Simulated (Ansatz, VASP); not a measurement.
## N: VASP beside Ansatz

Contents of INCAR:

```
SYSTEM = N
ALGO = Normal
EDIFF = 1E-6
ENCUT = 520
GGA = PE
ISIF = 2
ISMEAR = 0
LASPH = .TRUE.
LCHARG = .FALSE.
LREAL = .FALSE.
LWAVE = .FALSE.
NBANDS = 18
NELM = 80
PREC = Accurate
SIGMA = 0.02
```

File KPOINTS:

```
k-points
0
G
  6 6 4
  0 0 0
```

Contents of POSCAR:

```
N
1.0
    4.1023906681      0.0000000000      0.0000000000
   -2.0511953340      3.5527745348      0.0000000000
    0.0000000000      0.0000000000      7.1071702007
N
4
Direct
    0.3333333300      0.6666666700      0.3249407622
    0.3333333300      0.6666666700      0.1750592378
    0.6666666700      0.3333333300      0.8334860720
    0.6666666700      0.3333333300      0.6665139280
```

Input for Ansatz:

```yaml
crystal:
  lattice:
    - [4.1023906681, 0.0, 0.0]
    - [-2.051195334, 3.5527745348, 0.0]
    - [0.0, 0.0, 7.1071702007]
  atoms:
    - { symbol: "N", position: [0.33333333, 0.66666667, 0.3249407622] }
    - { symbol: "N", position: [0.33333333, 0.66666667, 0.1750592378] }
    - { symbol: "N", position: [0.66666667, 0.33333333, 0.833486072] }
    - { symbol: "N", position: [0.66666667, 0.33333333, 0.666513928] }
basis:
  ecutwfc: 420
kpoints:
  mp_grid: { grid: [6, 6, 4] }
hamiltonian:
  xc: pbe
scf:
  occupations: { method: gaussian, width: 0.02 }
output:
  forces: true
  stress: true
  eigenvalues: true
  populations: true
```

Alike in both runs: task single point; functional PBE; k mesh 6 × 6 × 4; occupations gaussian, width 0.02 eV; no spin polarisation.

|  | VASP | Ansatz |
| --- | --- | --- |
| version | VASP 6.6.1 | Ansatz 0.2.0 |
| potentials or method | VASP PAW PBE potentials, release 64 (N) | scalar-relativistic, plane waves, PAW |
| plane-wave cutoff (eV) | 520 | 420 |
| valence electrons in the cell | 20 | 20 |

|  | VASP | Ansatz | Ansatz less VASP |
| --- | --- | --- | --- |
| gap on the k mesh at the Fermi level (eV) | 6.53 | 6.58 | +0.046 |
| least direct gap on the mesh (eV) | 6.73 | 6.77 | +0.042 |
| pressure (GPa) | -0.2 | -1.9 | -1.63 |
| largest component of the traceless stress (GPa) | 0.66 | 4.25 | +3.584 |
| rms of the force components (eV/Å) | 4.936 | 4.353 | -0.5837 |

Atom by atom the forces differ by 1.156 eV/Å (rms over components).

Caveats: the standard files for N, O and F lose accuracy on very short bonds; forces of over 1 eV/Å show positions far from the minimum, so gaps and moduli don't describe the material at rest. A k mesh can miss the band edges.
